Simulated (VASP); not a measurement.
# Silicene and its bilayer, part 3 of 8

What are the lattice, gap and band positions of silicene, and what does a second sheet change?

VASP 6.6.1; r2SCAN with rVV10; plane waves and PAW (Si).

So far. Step 2 (Relaxing the monolayer): The run ended after 6 ionic steps, 0.009 eV below its first step, once forces and stress met EDIFFG = -0.015. Step 3 (A second relaxation): The start already met the threshold, so nothing moved.

## (4) Vacuum level and density of states

A static run writes the electrostatic potential without exchange and correlation (LVHAR), which is flat in the vacuum and gives the level to count from. The dipole correction cancels the field that unlike faces would set up across the vacuum.

File INCAR:

```
SYSTEM = Si
PREC = Normal
ENCUT = 350
EDIFF = 1E-06
NELM = 120
ISMEAR = 0
SIGMA = 0.03
LREAL = .FALSE.
ALGO = Normal
METAGGA = R2SCAN
LUSE_VDW = .TRUE.
IVDW_NL = 2
BPARAM = 11.95
CPARAM = 0.0093
LASPH = .TRUE.
NBANDS = 10
LORBIT = 11
LWAVE = .FALSE.
LCHARG = .TRUE.
IDIPOL = 3
LDIPOL = .TRUE.
DIPOL = 0.5 0.5 0.5
LVHAR = .TRUE.
LVACPOTAV = .TRUE.
NEDOS = 1500
LELF = .TRUE.
```

File POSCAR:

```
Si
1.0
    3.8540428162      0.0000000000      0.0000000000
   -1.9270214081      3.3376989861      0.0000000000
    0.0000000000      0.0000000000     22.0000000000
Si
2
Direct
    0.3333333333      0.6666666667      0.4914971843
    0.6666666667      0.3333333333      0.5085028157
```

File KPOINTS:

```
Automatic mesh
0
Gamma
9 9 1
0 0 0
```

File KPOINTS_OPT:

```
Line mode
14
Line-mode
Reciprocal
  0.00000000   0.00000000   0.00000000 GAMMA
  0.50000000   0.00000000   0.00000000 M

  0.50000000   0.00000000   0.00000000 M
  0.33333333   0.33333333   0.00000000 K

  0.33333333   0.33333333   0.00000000 K
  0.00000000   0.00000000   0.00000000 GAMMA
```

Potentials, in the order of the species: Si (PBE family, release 64).

On the command line:

```bash
> mpirun -np 4 vasp_std
```

Log:

```text
[banner, memory and clock lines left out]
running    4 mpi-ranks, on    1 nodes
 distrk:  each k-point on    4 cores,    1 groups
 distr:  one band on    1 cores,    4 groups

 POSCAR found type information on POSCAR Si
 POSCAR found :  1 types and       2 ions
 [... a notice as in an earlier step ...]

 [... a notice as in an earlier step ...]

 LDA part: xc-table for (None), standard interpolation
|                                                                             |
|           W    W    AA    RRRRR   N    N  II  N    N   GGGG   !!!           |
|           W    W   A  A   R    R  NN   N  II  NN   N  G    G  !!!           |
|           W    W  A    A  R    R  N N  N  II  N N  N  G       !!!           |
|           W WW W  AAAAAA  RRRRR   N  N N  II  N  N N  G  GGG   !            |
|           WW  WW  A    A  R   R   N   NN  II  N   NN  G    G                |
|           W    W  A    A  R    R  N    N  II  N    N   GGGG   !!!           |
|                                                                             |
|     The number of bands has been changed from the values supplied in        |
|     The orbitals not found in the WAVECAR file will be initialized with     |
|     random numbers, which is usually adequate. For correlated               |
|     calculations, however, you should redo the groundstate calculation.     |
|     I found NBANDS = 10. Now, NBANDS = 12.                                  |
|                                                                             |

 POSCAR, INCAR and KPOINTS ok, starting setup
 FFT: planning ... GRIDC
 FFT: planning ... GRID_SOFT
 FFT: planning ... GRID
 WAVECAR not read
 entering main loop
       N       E                     dE             d eps       ncg     rms          rms(c)
Total rVV10 correction in eV:      0.3048899    10.7364027
DAV:   1     0.209368708466E+02    0.20937E+02   -0.18909E+03   288   0.302E+02
DAV:   2    -0.149577004643E+02   -0.35895E+02   -0.34782E+02   444   0.681E+01
DAV:   3    -0.171345788076E+02   -0.21769E+01   -0.21660E+01   380   0.182E+01
DAV:   4    -0.171822991124E+02   -0.47720E-01   -0.47700E-01   420   0.367E+00
DAV:   5    -0.171835299734E+02   -0.12309E-02   -0.12308E-02   400   0.512E-01    0.593E+00
Total rVV10 correction in eV:      0.3060748    10.7374845
DAV:   6    -0.158643933077E+02    0.13191E+01   -0.13202E-01   352   0.175E+00    0.397E+00
Total rVV10 correction in eV:      0.3119905    10.7396405
DAV:   7    -0.158023587891E+02    0.62035E-01   -0.37240E-01   372   0.242E+00    0.488E-01
Total rVV10 correction in eV:      0.3123340    10.7394155
DAV:   8    -0.158021007309E+02    0.25806E-03   -0.32085E-02   316   0.827E-01    0.367E-01
Total rVV10 correction in eV:      0.3142374    10.7394454
DAV:   9    -0.158042060684E+02   -0.21053E-02   -0.31295E-03   352   0.302E-01    0.580E-02
Total rVV10 correction in eV:      0.3144215    10.7393119
DAV:  10    -0.158044590102E+02   -0.25294E-03   -0.24083E-04   380   0.739E-02    0.557E-02
Total rVV10 correction in eV:      0.3164922    10.7388088
DAV:  11    -0.158058365662E+02   -0.13776E-02   -0.17229E-03   324   0.162E-01    0.934E-02
Total rVV10 correction in eV:      0.3167166    10.7384808
DAV:  12    -0.158063122053E+02   -0.47564E-03   -0.11360E-04   300   0.623E-02    0.441E-02
Total rVV10 correction in eV:      0.3172973    10.7375915
DAV:  13    -0.158069166238E+02   -0.60442E-03   -0.55041E-04   288   0.100E-01    0.893E-03
Total rVV10 correction in eV:      0.3174225    10.7371723
DAV:  14    -0.158069971115E+02   -0.80488E-04   -0.18435E-04   312   0.548E-02    0.156E-02
Total rVV10 correction in eV:      0.3174863    10.7367425
DAV:  15    -0.158072872842E+02   -0.29017E-03   -0.66315E-05   304   0.340E-02    0.221E-03
Total rVV10 correction in eV:      0.3174955    10.7365529
DAV:  16    -0.158073746017E+02   -0.87317E-04   -0.13037E-05   340   0.164E-02    0.148E-03
Total rVV10 correction in eV:      0.3175296    10.7364637
DAV:  17    -0.158074076759E+02   -0.33074E-04   -0.16421E-06   308   0.732E-03    0.107E-03
Total rVV10 correction in eV:      0.3175375    10.7364179
DAV:  18    -0.158074229304E+02   -0.15255E-04   -0.70214E-07   336   0.453E-03    0.322E-04
Total rVV10 correction in eV:      0.3175335    10.7364098
DAV:  19    -0.158074247466E+02   -0.18163E-05   -0.14441E-07   360   0.232E-03    0.968E-05
Total rVV10 correction in eV:      0.3175339    10.7364067
DAV:  20    -0.158074252743E+02   -0.52761E-06   -0.20388E-08   368   0.994E-04
|                                                                             |
|           W    W    AA    RRRRR   N    N  II  N    N   GGGG   !!!           |
|           W    W   A  A   R    R  NN   N  II  NN   N  G    G  !!!           |
|           W    W  A    A  R    R  N N  N  II  N N  N  G       !!!           |
|           W WW W  AAAAAA  RRRRR   N  N N  II  N  N N  G  GGG   !            |
|           WW  WW  A    A  R   R   N   NN  II  N   NN  G    G                |
|           W    W  A    A  R    R  N    N  II  N    N   GGGG   !!!           |
|                                                                             |
|     Did not find any points to average over, which means that no vacuum     |
|     field-free region was found. Please increase the size of  your cell     |
|     in the dimension of the dipole correction to obtain accurate            |
|     workfunction values.                                                    |
|                                                                             |

Total rVV10 correction in eV:      0.3175340    10.7364060
Total rVV10 correction in eV:      0.3175341    10.7364060
   1 F= -.15807425E+02 E0= -.15807007E+02  d E =-.835836E-03
 Start KPOINTS_OPT (optional k-point list driver)
k-point batch [1-12\42]
       N       E                     dE             ncg
DAV:   1    -0.398137753705E+03   -0.12309E+04      288
DAV:   2    -0.754782494775E+03   -0.35664E+03      432
DAV:   3    -0.786020572741E+03   -0.31238E+02      356
DAV:   4    -0.786777490556E+03   -0.75692E+00      400
DAV:   5    -0.786793335325E+03   -0.15845E-01      384
DAV:   6    -0.786794059641E+03   -0.72432E-03      428
DAV:   7    -0.786794070687E+03   -0.11046E-04      444
DAV:   8    -0.786794071019E+03   -0.33210E-06      348
[...]
k-point batch [37-42\42]
       N       E                     dE             ncg
DAV:   1     0.744730025221E+03   -0.34684E+03      144
DAV:   2     0.569804743412E+03   -0.17493E+03      224
DAV:   3     0.552685703829E+03   -0.17119E+02      176
DAV:   4     0.552418025510E+03   -0.26768E+00      180
DAV:   5     0.552409051583E+03   -0.89739E-02      188
DAV:   6     0.552408536572E+03   -0.51501E-03      204
DAV:   7     0.552408523458E+03   -0.13114E-04      196
DAV:   8     0.552408522655E+03   -0.80284E-06      180
```

It took 30 s on 4 MPI ranks of AMD EPYC 9R45, shared host; peak memory 0.67 GiB; 1.9 min of CPU time.

OUTCAR, selected parts (step 4):

```text
The static configuration has the point symmetry D_3d.

 Found     12 irreducible k-points:

   k-points           NKPTS =     12   k-points in BZ     NKDIM =     12   number of bands    NBANDS=     12

   NELECT =       8.0000    total number of electrons

 E-fermi :  -3.1700

 k-point     4 :       0.3333   -0.0000    0.0000
  band No.  band energies     occupation
      1     -13.6452      2.00000
      2      -9.2141      2.00000
      3      -5.8685      2.00000
      4      -5.2367      2.00000
      5      -1.7107      0.00000
      6      -0.9391      0.00000
      7       1.7096      0.00000
      8       3.0003      0.00000
      9       3.1969      0.00000
    ...

 k-point     6 :       0.1111    0.1111    0.0000
  band No.  band energies     occupation
      1     -14.5194      2.00000
      2      -6.9622      2.00000
      3      -6.0376      2.00000
      4      -5.4808      2.00000
      5      -0.1504      0.00000
      6       0.0730      0.00000
      7       0.1075      0.00000
      8       1.8585      0.00000
      9       2.0137      0.00000
    ...

  Total       -0.0291198     -0.0291198     -0.0133194      0.0000000      0.0000000      0.0000000
  in kB       -0.1648587     -0.1648587     -0.0754064      0.0000000      0.0000000      0.0000000
  external PRESSURE =      -0.1350413 kB  Pullay stress =       0.0000000 kB

 POSITION                                       TOTAL-FORCE (eV/Angst)
 -----------------------------------------------------------------------------------
     -0.00000      2.22513     10.81294         0.000000     -0.000000      0.006048
      1.92702      1.11257     11.18706        -0.000000      0.000000     -0.006048
 -----------------------------------------------------------------------------------
    total drift:                               -0.000000      0.000000      0.000000

  FREE ENERGIE OF THE ION-ELECTRON SYSTEM (eV)
  ---------------------------------------------------
  free  energy   TOTEN  =       -15.8074252743 eV

  energy  without entropy=      -15.8065894378  energy(sigma->0) =      -15.80700736

 vacuum level on the upper side and lower side of the slab         1.528         1.528

[... 14 parts as in an earlier step ...]
```

This step gave:

```yaml
vacuum_levels: 1.528, 1.528 eV
work_functions_of_the_upper_and_lower_face: 4.698, 4.698 eV
```

Electronic bands along the path, in eV, zero at the Fermi level; # counts the bands kept:

| point | #1 | #2 | #3 | #4 | #5 | #6 | #7 | #8 |
| --- | --- | --- | --- | --- | --- | --- | --- | --- |
| Γ | -11.81 | -3.40 | -1.50 | -1.50 | 2.34 | 2.97 | 3.09 | 3.09 |
| 0.46 of the way | -11.15 | -4.47 | -2.71 | -2.30 | 1.96 | 3.14 | 4.70 | 5.17 |
| M | -9.43 | -7.68 | -2.97 | -1.09 | 0.70 | 1.22 | 6.08 | 6.88 |
| 0.46 of the way | -9.20 | -7.71 | -3.97 | -0.84 | 0.64 | 2.81 | 5.25 | 6.56 |
| K | -8.34 | -8.34 | -4.87 | 0.00 | 0.00 | 4.30 | 5.88 | 6.49 |
| 0.54 of the way | -10.94 | -4.86 | -2.92 | -2.50 | 2.87 | 3.45 | 3.67 | 4.73 |
| Γ | -11.81 | -3.40 | -1.50 | -1.50 | 2.34 | 2.97 | 3.09 | 3.09 |

The electronic bands as a text plot (rows in eV, shown from -8.0 to 4.8 only):

```
    4.6 |****   ******              ***** *************    ******
    4.0 |      *                     *   *      *****
    3.5 |  ****                    **              ******** **
    3.0 |************                                ************
    2.4 |*********   *            *                **         ***
    1.9 |         *** ****      **                *
    1.4 |            ***********              ****
    0.8 |                 **********        **
    0.3 |                           ***** **
   -0.2 |                             ******
   -0.8 |                       ******      **
   -1.3 |**               ******              ****            ***
   -1.8 | ******      ****                        *        *****
   -2.4 |    ** ******                             ******** **
   -2.9 |      ****   **********                     *******
   -3.5 |*******                **                ***    ********
   -4.0 |       **                **            **     **
   -4.5 |         *                 ***     ****
   -5.1 |          **                  *****         **
   -5.6 |            *                             **
   -6.1 |             **                          *
   -6.7 |               **                      **
   -7.2 |                 *                   **
   -7.7 |                  ************   ****
         Γ                   M           K                      Γ
```

Zero at the Fermi level. Table of planar average of the electrostatic potential by height:

height (Å), planar average of the electrostatic potential (eV) and a bar from the least value:
```
        0        4.7 ##############################
        1        4.7 ##############################
        2        4.7 ##############################
        3        4.7 ##############################
        4        4.7 ##############################
        5        4.7 ##############################
        6        4.7 ##############################
        7        4.7 ##############################
        8        4.7 ##############################
        9        4.4 ##############################
       10        0.1 ########################
       11      -19.4 
       12        0.1 ########################
       13        4.4 ##############################
       14        4.7 ##############################
       15        4.7 ##############################
       16        4.7 ##############################
       17        4.7 ##############################
       18        4.7 ##############################
       19        4.7 ##############################
       20        4.7 ##############################
       21        4.7 ##############################
```

ELF in the ca plane at fractional y = 0.333, with atoms of Si within 0.2 Å of it. It is the smooth field of the valence electrons, not physical close to the nuclei.

Ten even steps from '0' (0.00) to '9' (0.83), each cell a mean:
```
00000000000000000000000013578999987420000000
00000000000000000000000012468777998641000000
00000000000000000010000012466313799752000000
00000000000000000001000012466312799752103000
00000000000000000020000012467767898742000000
00000000000000000000000013578999987421000000
00000000000000000000000013578998764210000000
00000000000000000000000013567666532100000000
00000000000000000000000013566665532100000000
00000000000000000000000013578898764200000000
```
Columns run along c (16.0 Å, from fractional 0.01 to 0.74 of the cell), rows up along a (3.9 Å). Atoms in or near the plane, at fractional coordinates: Si at (0.51, 0.67).

Valence density in the ca plane at fractional y = 0.333, with atoms of Si within 0.2 Å of it. It is the smooth field of the valence electrons, not physical close to the nuclei.

Ten even steps from '0' (0.00 e/Å³) to '9' (0.44 e/Å³), each cell a mean:
```
00000000000000000000000000125798631000000000
00000000000000000000000000125898852000000000
00000000000000000000000000125611663100000000
00000000000000000000000000125500663100000000
00000000000000000000000000125887852100000000
00000000000000000000000000125899631000000000
00000000000000000000000000124676421000000000
00000000000000000000000000123554310000000000
00000000000000000000000000123554310000000000
00000000000000000000000000124676421000000000
```
Columns run along c (16.0 Å, from fractional 0.01 to 0.74 of the cell), rows up along a (3.9 Å). Atoms in or near the plane, at fractional coordinates: Si at (0.51, 0.67).

The vacuum level lies 4.70 eV above the Fermi level at the upper face; both faces agree, as the slab has next to no dipole.

The program found no field-free point at its default tolerance, but its printed level agrees with the flat part of the planar average.

(Part 3 of 8 ends here.)

[Lines on the potential files, build, host, timing and source positions are cut from VASP's logs without a mark.]

[Logs are printed without paths, hosts, clocks, repeated set-up lines and the standing remarks that a program may print on its own settings, such as how far it seeks lower states.]

[Hosts, paths, dates, database ids (printed as entryN), source tags and the programs' standing remarks are cut or masked in the printed files.]

[Runs that stopped without an error message from VASP are left out.]
